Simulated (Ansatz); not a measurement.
What a change of settings does to a run on Rb

The cell is a measured one (Crystallography Open Database entry 9012874); the temperature and pressure of the measurement aren't taken into account, and nothing was relaxed. The listed cell was then made from it by scaling, straining or moving an atom.

First run: DFT, PBE, all-electron PAW with datasets made for the crystal, scalar-relativistic (Ansatz 0.2.0).

Command: `ansatz run input.yaml --threads 1 --pin off --max-ram 2048MiB --backend cpu --events-out ev --progress --plain --runs-dir out` The run took about 4.2 s on 1 thread of a shared machine.

```yaml
crystal:
  lattice:
    - [-2.89018, 2.806, 2.806]
    - [2.806, -2.89018, 2.806]
    - [2.806, 2.806, -2.89018]
  atoms:
    - { symbol: Rb, position: [0.0, 0.0, 0.0] }
kpoints:
  mp_grid: { grid: [8, 8, 8] }
scf:
  occupations: { method: fermi_dirac, width: 0.05 }
hamiltonian:
  xc: pbe
  pseudopotentials: { kind: all_electron, datasets: crystal }
output:
  forces: true
  stress: true
  eigenvalues: true
  efg: { contact_densities: true }
```

Result: converged; pressure 0.10 GPa; 8 SCF iterations.

A second input differs as follows:

```diff
@@ -10,4 +10,5 @@
 scf:
   occupations: { method: fermi_dirac, width: 0.05 }
+  max_iter: 60
 hamiltonian:
   xc: pbe
@@ -18,3 +19,6 @@
   eigenvalues: true
   efg: { contact_densities: true }
+magnetization:
+  spin_polarized: true
+  initial_magnetization: 15
```

**Question.** Does the change harm the result?

**Answer.** Not here: the run converged; energy at zero smearing 0.0 meV/atom from the first run; pressure 0.10 GPa; moment 0.00 μB; 6 SCF iterations, so the odd setting did no harm in this case.
